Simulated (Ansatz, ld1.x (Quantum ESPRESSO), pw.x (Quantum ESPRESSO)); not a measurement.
**calcium (Ca) (bcc): variants of one ultrasoft potential in the solid**

- Element: calcium (Ca)
- Generator: ld1.x (Quantum ESPRESSO) 7.5
- Type: ultrasoft
- Functional: PBE
- Relativity: scalar-relativistic
- Frozen core: [Ne]
- Valence charge: 10
- Reference configuration: 3s2 3p6 3d0 4s0 4p0 (charge +2)
- Partial waves: 3s (bound): rcut 1.50, rcutus 1.80 bohr; 4s (bound, empty): rcut 1.50, rcutus 1.80 bohr; 3p (bound): rcut 1.65, rcutus 1.75 bohr; 4p (bound, empty): rcut 1.65, rcutus 1.75 bohr; 3d (bound, empty): rcut 2.15, rcutus 2.90 bohr; 3d channel at 0.85 Ry: rcut 2.15, rcutus 2.90 bohr
- Local potential: all-electron potential smoothed inside 2.50 bohr (lloc = -1)
- Core correction: Bessel-smoothed model core inside 1.60 bohr
- Augmentation charge: PSQ, radius 1.50 bohr

Crystal test: bcc Ca in pw.x 7.5, no spin, 11³ k-points, Fermi–Dirac smearing 0.01 Ry, cutoffs set for each file from its atomic test. The reference is all-electron LAPW (Ansatz 0.2.0) with the same functional, mesh and smearing; V0 and B0 come from Birch–Murnaghan fits to the pressures at five volumes. Errors are pseudo minus all-electron; Δ is the rms difference of the E(V) curves that follow from these fits, minima aligned, over ±6 % about the mean V0. Mesh and smearing are coarse, so the numbers serve the comparison and aren't converged zero-temperature values; the lattice is a test structure that the element need not adopt.

All-electron: a0 = 4.386 Å (V0 = 42.19 Å³/atom), B0 = 17.2 GPa.

Base: This is a poor potential for the solid.

| change | cutoffs (Ry) | pw.x | a0 (Å) | a0 error (%) | B0 error (%) | Δ (meV/atom) | mean pressure error (GPa) |
| --- | --- | --- | --- | --- | --- | --- | --- |
| base | 55/440 | converged | 4.435 | +1.11 | +0.2 | 5.3 | +0.60 |
| core correction none | 55/440 | converged | 4.434 | +1.10 | +0.9 | 5.3 | +0.60 |
| core correction Bessel-smoothed model core inside 0.94 bohr | 55/440 | converged | 4.446 | +1.37 | +2.7 | 6.7 | +0.78 |
| core correction Bessel-smoothed model core inside 1.22 bohr | 55/440 | converged | 4.443 | +1.29 | +1.9 | 6.3 | +0.73 |
| core correction Bessel-smoothed model core inside 1.72 bohr | 55/440 | converged | 4.435 | +1.10 | +1.0 | 5.3 | +0.60 |
| core correction Bessel-smoothed model core inside 2.04 bohr | 55/440 | converged | 4.434 | +1.10 | +0.9 | 5.3 | +0.60 |
